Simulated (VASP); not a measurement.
# KCl (Pm-3m) in VASP: further runs

Aim: see how the results for KCl move with the level of theory and the settings. Levels: LDA, PBEsol. Tasks: band structure.

Everything below comes from runs of VASP 6.6.1. Logs are shortened: lines on timing, memory, paths and dates and some standing lists are left out, and cuts for length are marked.

## (1) The structure

Symmetry: Pm-3m, No. 221, cubic system. The conventional cell has a = 3.839 Å, b = 3.839 Å, c = 3.839 Å, α = 90.00°, β = 90.00°, γ = 90.00°. Around K (site symmetry m-3m) lie 8 Cl at 3.32 Å. Around Cl (site symmetry m-3m) lie 8 K at 3.32 Å.

Measurements of this composition are mostly on another form, of space group No. 225.

## (2) Band structure, LDA

POSCAR

```
KCl
1.0
    3.8391960000      0.0000000000      0.0000000000
    0.0000000000      3.8391960000      0.0000000000
    0.0000000000      0.0000000000      3.8391960000
K Cl
1 1
Direct
    0.0000000000      0.0000000000      0.0000000000
    0.5000000000      0.5000000000      0.5000000000
```

INCAR.step1

```
ALGO = Normal ; EDIFF = 1E-6
ENCUT = 520 ; ISIF = 2
ISMEAR = 0 ; LASPH = True
LCHARG = True ; LREAL = False
LWAVE = False ; NELM = 100
PREC = Accurate ; SIGMA = 0.02
```

KPOINTS.step1

```
k-points
0
Gamma
  8 8 8
```

INCAR.step2

```
ALGO = Normal ; EDIFF = 1E-6
ENCUT = 520 ; ICHARG = 11
ISIF = 2 ; ISMEAR = 0
LASPH = True ; LCHARG = False
LREAL = False ; LWAVE = False
NELM = 100 ; PREC = Accurate
SIGMA = 0.05
```

KPOINTS.step2

```
path GXMGRX,MR
15
line-mode
reciprocal
 0.0000000000  0.0000000000  0.0000000000  G
 0.0000000000  0.5000000000  0.0000000000  X

 0.0000000000  0.5000000000  0.0000000000  X
 0.5000000000  0.5000000000  0.0000000000  M

 0.5000000000  0.5000000000  0.0000000000  M
 0.0000000000  0.0000000000  0.0000000000  G

 0.0000000000  0.0000000000  0.0000000000  G
 0.5000000000  0.5000000000  0.5000000000  R

 0.5000000000  0.5000000000  0.5000000000  R
 0.0000000000  0.5000000000  0.0000000000  X

 0.5000000000  0.5000000000  0.0000000000  M
 0.5000000000  0.5000000000  0.5000000000  R
```

Potentials or basis: VASP PAW LDA potentials, release 64 (K_sv, Cl).

Started as:

```console
$ cat potpaw_LDA.64/K_sv/POTCAR potpaw_LDA.64/Cl/POTCAR > POTCAR
$ cp INCAR.step1 INCAR
$ cp KPOINTS.step1 KPOINTS
$ mpirun -np 1 vasp_std > vasp.out
$ cp INCAR.step2 INCAR
$ cp KPOINTS.step2 KPOINTS
$ mpirun -np 1 vasp_std > vasp.out
```

OUTCAR:

```text
EDIFF = 1E-6
   ENCUT = 520
   ICHARG = 11
   ISIF = 2
   ISMEAR = 0
   LASPH = True
   LREAL = False
   NELM = 100
   PREC = Accurate

 ion  position               nearest neighbor table
   1  0.000  0.000  0.000-
   2  0.500  0.500  0.500-

  LATTYP: Found a simple cubic cell.
 ALAT       =     3.8391960000

  Lattice vectors:

 A1 = (   3.8391960000,   0.0000000000,   0.0000000000)
 A2 = (   0.0000000000,   3.8391960000,   0.0000000000)
 A3 = (   0.0000000000,   0.0000000000,   3.8391960000)

Analysis of symmetry for initial positions (statically):
=====================================================================
 Subroutine PRICEL returns:
 Original cell was already a primitive cell.

 Routine SETGRP: Setting up the symmetry group for a
 simple cubic supercell.

 Subroutine GETGRP returns: Found 48 space group operations
 (whereof 48 operations were pure point group operations)
 out of a pool of 48 trial point group operations.

The static configuration has the point symmetry O_h .

Analysis of symmetry for dynamics (positions and initial velocities):
=====================================================================
 Subroutine PRICEL returns:
 Original cell was already a primitive cell.

 Routine SETGRP: Setting up the symmetry group for a
 simple cubic supercell.

 Subroutine GETGRP returns: Found 48 space group operations
 (whereof 48 operations were pure point group operations)
 out of a pool of 48 trial point group operations.

The dynamic configuration has the point symmetry O_h .

 Subroutine INISYM returns: Found 48 space group operations
 (whereof 48 operations are pure point group operations),
 and found     1 'primitive' translations

----------------------------------------------------------------------------------------

                                     Primitive cell

  volume of cell :      56.5875

  direct lattice vectors                    reciprocal lattice vectors
     3.839196000  0.000000000  0.000000000     0.260471203  0.000000000  0.000000000
     0.000000000  3.839196000  0.000000000     0.000000000  0.260471203  0.000000000
     0.000000000  0.000000000  3.839196000     0.000000000  0.000000000  0.260471203

  length of vectors
     3.839196000  3.839196000  3.839196000     0.260471203  0.260471203  0.260471203

  position of ions in fractional coordinates (direct lattice)
     0.000000000  0.000000000  0.000000000
     0.500000000  0.500000000  0.500000000

  ion indices of the primitive-cell ions
   primitive index   ion index
                 1           1
                 2           2

----------------------------------------------------------------------------------------

 KPOINTS: path GXMGRX,MR

Interpolating k-points between supplied coordinates.

 Line segments in fractional coordinates (reciprocal lattice):
    0.000000  0.000000  0.000000  ...  0.000000  0.500000  0.000000
    0.000000  0.500000  0.000000  ...  0.500000  0.500000  0.000000
    0.500000  0.500000  0.000000  ...  0.000000  0.000000  0.000000
    0.000000  0.000000  0.000000  ...  0.500000  0.500000  0.500000
    0.500000  0.500000  0.500000  ...  0.000000  0.500000  0.000000
    0.500000  0.500000  0.000000  ...  0.500000  0.500000  0.500000

 Generated    15 points on each line segment, for a total of     90 k-points:

 Following reciprocal coordinates:
            Coordinates               Weight
  0.000000  0.000000  0.000000      0.011111
  0.000000  0.035714  0.000000      0.011111
  0.000000  0.071429  0.000000      0.011111
  0.000000  0.107143  0.000000      0.011111
  0.000000  0.142857  0.000000      0.011111
  0.000000  0.178571  0.000000      0.011111
[... 16 lines left out ...]
  0.250000  0.500000  0.000000      0.011111
  0.285714  0.500000  0.000000      0.011111
 [... further k-points ...]
   k-points           NKPTS =     90   k-points in BZ     NKDIM =     90   number of bands    NBANDS=     12
   number of dos      NEDOS =    301   number of ions     NIONS =      2
   total plane-waves  NPLWV =  27000
   dimension x,y,z NGX =    30 NGY =   30 NGZ =   30
   dimension x,y,z NGXF=    60 NGYF=   60 NGZF=   60
   ions per type =               1   1
   NGX,Y,Z   is equivalent  to a cutoff of  12.99, 12.99, 12.99 a.u.
   NGXF,Y,Z  is equivalent  to a cutoff of  25.98, 25.98, 25.98 a.u.
 SYSTEM =  unknown system
   PREC   = accura    normal or accurate (medium, high low for compatibility)
   ISTART =      0    job   : 0-new  1-cont  2-samecut
   ICHARG =     11    charge: 1-file 2-atom 10-const
   ISPIN  =      1    spin polarized calculation?
   LNONCOLLINEAR =      F non collinear calculations
   LSORBIT =      F    spin-orbit coupling
   LASPH  =      T    aspherical Exc in radial PAW
   ENCUT  =  520.0 eV  38.22 Ry    6.18 a.u.   7.14  7.14  7.14*2*pi/ulx,y,z
   NELM   =    100;   NELMIN=  2; NELMDL=  0     # of ELM steps
   EDIFF  = 0.1E-05   stopping-criterion for ELM
   LREAL  =      F    real-space projection
   EDIFFG = 0.1E-04   stopping-criterion for IOM
   NSW    =      0    number of steps for IOM
   IBRION =     -1    ionic relax: 0-MD 1-quasi-New 2-CG
   NFREE  =      0    steps in history (QN), initial steepest desc. (CG)
   ISIF   =      2    stress and relaxation
   ISYM   =      2    0-nonsym 1-usesym 2-fastsym
   POTIM  = 0.5000    time-step for ionic-motion
   TEBEG  =    0.0;   TEEND  =   0.0 temperature during run
   PSTRESS=    0.0 pullay stress
   NELECT =      16.0000    total number of electrons
   NUPDOWN=      -1.0000    fix difference up-down
   EMIN   =  10.00;   EMAX   =-10.00  energy-range for DOS
   EFERMI =   0.00;   METHOD = LEGACY
   ISMEAR =     0;   SIGMA  =   0.05  broadening in eV -4-tet -1-fermi 0-gaus
   EFERMI_NEDOS =   21; number of points for ismear=-14 and -15
   IALGO  =     38    algorithm
   IMIX   =      4    mixing-type and parameters
     AMIX     =   0.40;   BMIX     =  1.00
     AMIX_MAG =   1.60;   BMIX_MAG =  1.00
  volume/ion in A,a.u.               =      28.29       190.94
  Fermi-wavevector in a.u.,A,eV,Ry     =   1.074504  2.030517 15.708715  1.154558
  Thomas-Fermi vector in A             =   2.210334
   LORBIT       =      0    0 simple, 1 ext, 2 COOP (PROOUT), +10 PAW based schemes
   GGA     = CA    functional components
   LHFCALC =     F    Hartree Fock is set to
   AEXX    =    0.0000 exact exchange contribution
   IVDW    =     0    specifies the selected vdW correction
   LEPSILON=     F    determine dielectric tensor
   LRPA    =     F    only Hartree local field effects (RPA)
 non-spin polarized calculation
 Gauss-broadening in eV      SIGMA  =   0.05
  energy-cutoff  :      520.00
  volume of cell :       56.59
 maximum number of plane-waves:      1568
 NGX is ok and might be reduce to    30

 number of electron      16.0000008 magnetization

 Free energy of the ion-electron system (eV)
  ---------------------------------------------------
  ext. energy  EPLUGINS =         0.00000000
  ---------------------------------------------------
  free energy    TOTEN  =        -7.15251990 eV

  energy without entropy =       -7.15251990  energy(sigma->0) =       -7.15251990

 E-fermi :  -0.8319     XC(G=0):  -8.6224

 val. band max:       -1.0704677435   @ k =   0.5000   0.5000   0.0000
 cond. band min:       3.2984646480   @ k =   0.0000   0.0000   0.0000
 fundamental gap:      4.3689323915
 Fermi energy:        -0.8318792095

 k-point     1 :       0.0000    0.0000    0.0000
  band No.  band energies     occupation
      1     -28.7471      2.00000
      2     -13.5558      2.00000
      3     -12.3656      2.00000
      4     -12.3656      2.00000
      5     -12.3656      2.00000
      6      -1.2824      2.00000
      7      -1.2824      2.00000
      8      -1.2824      2.00000
      9       3.2985      0.00000
     10       5.1721      0.00000
     11       5.1721      0.00000
     12       9.4120      0.00000

 k-point     2 :       0.0000    0.0357    0.0000
  band No.  band energies     occupation
      1     -28.7468      2.00000
      2     -13.5580      2.00000
      3     -12.3652      2.00000
      4     -12.3652      2.00000
      5     -12.3641      2.00000
      6      -1.3111      2.00000
      7      -1.2825      2.00000
      8      -1.2825      2.00000
      9       3.3320      0.00000
     10       5.1826      0.00000
     11       5.1993      0.00000
     12       9.4147      0.00000

 k-point     3 :       0.0000    0.0714    0.0000
  band No.  band energies     occupation
      1     -28.7460      2.00000
      2     -13.5644      2.00000
      3     -12.3640      2.00000
      4     -12.3640      2.00000
      5     -12.3594      2.00000
      6      -1.3933      2.00000
      7      -1.2829      2.00000
      8      -1.2829      2.00000
      9       3.4293      0.00000
     10       5.2141      0.00000
     11       5.2798      0.00000
     12       9.3886      0.00000
[... 286 lines left out ...]
 k-point    23 :       0.2500    0.5000    0.0000
  band No.  band energies     occupation
      1     -28.7166      2.00000
      2     -13.5505      2.00000
      3     -12.4714      2.00000
      4     -12.3693      2.00000
      5     -12.3201      2.00000
      6      -2.6270      2.00000
      7      -1.8476      2.00000
      8      -1.1855      2.00000
      9       5.6214      0.00000
     10       6.2256      0.00000
     11       7.7176      0.00000
     12       8.3353      0.00000

 k-point    24 :       0.2857    0.5000    0.0000
  band No.  band energies     occupation
      1     -28.7144      2.00000
      2     -13.5015      2.00000
      3     -12.5016      2.00000
      4     -12.4108      2.00000
      5     -12.3173      2.00000
      6      -2.5584      2.00000
      7      -1.9567      2.00000
      8      -1.1605      2.00000
      9       5.4152      0.00000
     10       6.1615      0.00000
     11       8.0504      0.00000
     12       8.1687      0.00000

 [... further k-points ...]

------------------------ aborting loop because EDIFF is reached ----------------------------------------

  FORCE on cell =-STRESS in cart. coord.  units (eV):
  Direction    XX          YY          ZZ          XY          YZ          ZX
  --------------------------------------------------------------------------------------
  -------------------------------------------------------------------------------------
  Total       -0.6539298     -0.6539298     -0.6539298      0.0000000      0.0000000     -0.0000000
  in kB      -18.5148792    -18.5148792    -18.5148792      0.0000000      0.0000000     -0.0000000
  external PRESSURE =     -18.5148792 kB  Pullay stress =       0.0000000 kB

 VOLUME and BASIS-vectors are now :
 -----------------------------------------------------------------------------
  energy-cutoff  :      520.00
  volume of cell :       56.59
      direct lattice vectors                 reciprocal lattice vectors
     3.839196000  0.000000000  0.000000000     0.260471203  0.000000000  0.000000000
     0.000000000  3.839196000  0.000000000     0.000000000  0.260471203  0.000000000
     0.000000000  0.000000000  3.839196000     0.000000000  0.000000000  0.260471203

 POSITION                                       TOTAL-FORCE (eV/Angst)
 -----------------------------------------------------------------------------------
      0.00000      0.00000      0.00000         0.000000      0.000000      0.000000
      1.91960      1.91960      1.91960         0.000000      0.000000      0.000000
 -----------------------------------------------------------------------------------
    total drift:                                0.000000      0.000000     -0.000000

  FREE ENERGIE OF THE ION-ELECTRON SYSTEM (eV)
  ---------------------------------------------------
  free  energy   TOTEN  =        -7.1525199004 eV

  energy  without entropy=       -7.1525199004  energy(sigma->0) =       -7.15251990
```

Run time: 26 s. Hardware: 1 thread of Intel Xeon Platinum 8488C (Sapphire Rapids), shared host; peak memory 0.18 GiB.

What came out:

```yaml
Band_gap_on_the_k_mesh: 4.37 eV, indirect (least direct gap 4.58 eV)
Band_gap_along_the_path: 4.37 eV, indirect (least direct gap 4.58 eV)
```

Levels at the corners of the path, in eV from the valence-band top:
```
point  band 5  band 6  band 7  band 8  band 9  band 10  band 11  band 12
    Γ  -11.30   -0.21   -0.21   -0.21    4.37     6.24     6.24    10.48
    X  -11.15   -1.85   -0.22   -0.22    7.31     7.60     7.91     9.86
    X  -11.15   -1.85   -0.22   -0.22    7.31     7.60     7.91     9.86
    M  -11.24   -1.24   -1.24    0.00    5.81     6.97     8.71     8.71
    M  -11.24   -1.24   -1.24    0.00    5.81     6.97     8.71     8.71
    Γ  -11.30   -0.21   -0.21   -0.21    4.37     6.24     6.24    10.48
    Γ  -11.30   -0.21   -0.21   -0.21    4.37     6.24     6.24    10.48
    R  -11.48   -1.37   -1.37   -1.37    8.44     8.44     8.44     9.66
    R  -11.48   -1.37   -1.37   -1.37    8.44     8.44     8.44     9.66
    X  -11.15   -1.85   -0.22   -0.22    7.31     7.60     7.91     9.86
    M  -11.24   -1.24   -1.24    0.00    5.81     6.97     8.71     8.71
    R  -11.48   -1.37   -1.37   -1.37    8.44     8.44     8.44     9.66
```

Caveat: the log is that of the step along the path at fixed density, whose energy, stress, charges and moments have no meaning. Expect the measured gap to be larger: semilocal functionals such as LDA lack the derivative discontinuity.

## (3) Band structure, PBEsol

POSCAR is that of step 2.

INCAR.step1

```
ALGO = Normal ; EDIFF = 1E-6
ENCUT = 520 ; GGA = PS
ISIF = 2 ; ISMEAR = 0
LASPH = True ; LCHARG = True
LREAL = False ; LWAVE = False
NELM = 100 ; PREC = Accurate
SIGMA = 0.02
```

KPOINTS.step1 is that of step 2.

INCAR.step2

```
ALGO = Normal ; EDIFF = 1E-6
ENCUT = 520 ; GGA = PS
ICHARG = 11 ; ISIF = 2
ISMEAR = 0 ; LASPH = True
LCHARG = False ; LREAL = False
LWAVE = False ; NELM = 100
PREC = Accurate ; SIGMA = 0.05
```

KPOINTS.step2 is that of step 2.

Potentials or basis: VASP PAW PBE potentials, release 64 (K_sv, Cl).

Started as:

```console
$ cat potpaw_PBE.64/K_sv/POTCAR potpaw_PBE.64/Cl/POTCAR > POTCAR
$ cp INCAR.step1 INCAR
$ cp KPOINTS.step1 KPOINTS
$ mpirun -np 1 vasp_std > vasp.out
$ cp INCAR.step2 INCAR
$ cp KPOINTS.step2 KPOINTS
$ mpirun -np 1 vasp_std > vasp.out
```

Wall time 26 s (1 thread of Intel Xeon Platinum 8488C (Sapphire Rapids), shared host); peak memory 0.2 GiB.

It converged, with:

```
Band gap on the k mesh  : 4.62 eV, indirect (least direct gap 4.83 eV)
Band gap along the path : 4.62 eV, indirect (least direct gap 4.83 eV)
```

Levels at the corners of the path, in eV from the valence-band top:
```csv
point,band 6,band 7,band 8,band 9,band 10,band 11
Γ,-0.21,-0.21,-0.21,4.62,6.45,6.45
X,-1.80,-0.22,-0.22,7.52,7.82,8.13
X,-1.80,-0.22,-0.22,7.52,7.82,8.13
M,-1.22,-1.22,0.00,6.05,7.15,8.87
M,-1.22,-1.22,0.00,6.05,7.15,8.87
Γ,-0.21,-0.21,-0.21,4.62,6.45,6.45
Γ,-0.21,-0.21,-0.21,4.62,6.45,6.45
R,-1.34,-1.34,-1.34,8.65,8.65,8.65
R,-1.34,-1.34,-1.34,8.65,8.65,8.65
X,-1.80,-0.22,-0.22,7.52,7.82,8.13
M,-1.22,-1.22,0.00,6.05,7.15,8.87
R,-1.34,-1.34,-1.34,8.65,8.65,8.65
```

Caveat: the log is that of the step along the path at fixed density, whose energy, stress, charges and moments have no meaning; the PAW data sets were made with another functional, which shifts forces and pressure a little.

## (4) The reference run

An earlier run on the cell as given: functional PBEsol; potentials or basis VASP PAW PBE potentials, release 64 (K_sv, Cl); cutoff 520 eV; k mesh 7 × 7 × 7; occupations fermi-dirac, width 0.05 eV; no spin polarisation.

- Pressure: -1.4 GPa
- Band gap on the k mesh: 4.64 eV, indirect (least direct gap 4.83 eV)

## (5) The runs side by side

| task | level | potentials or basis | k mesh | smearing | ladder | gap on the mesh (eV) |
| --- | --- | --- | --- | --- | --- | --- |
| band structure | LDA | VASP PAW LDA potentials, release 64 (K_sv, Cl) | 8 × 8 × 8 | gaussian 0.02 eV | gaps | 4.37 |
| band structure | PBEsol | VASP PAW PBE potentials, release 64 (K_sv, Cl) | 8 × 8 × 8 | gaussian 0.02 eV | gaps | 4.62 |
| single point | PBEsol | VASP PAW PBE potentials, release 64 (K_sv, Cl) | 7 × 7 × 7 | fermi-dirac 0.05 eV | free | 4.64 |

Alike in all rows: no spin polarisation; cell as given; cutoff (eV) 520.

Caveats: the PAW data sets were made with another functional, which shifts forces and pressure a little (some runs); an odd mesh through Γ misses points on the zone boundary, where band edges often lie (some runs).

Total energies depend on the potentials used, so only differences within one code and one set of settings carry meaning.
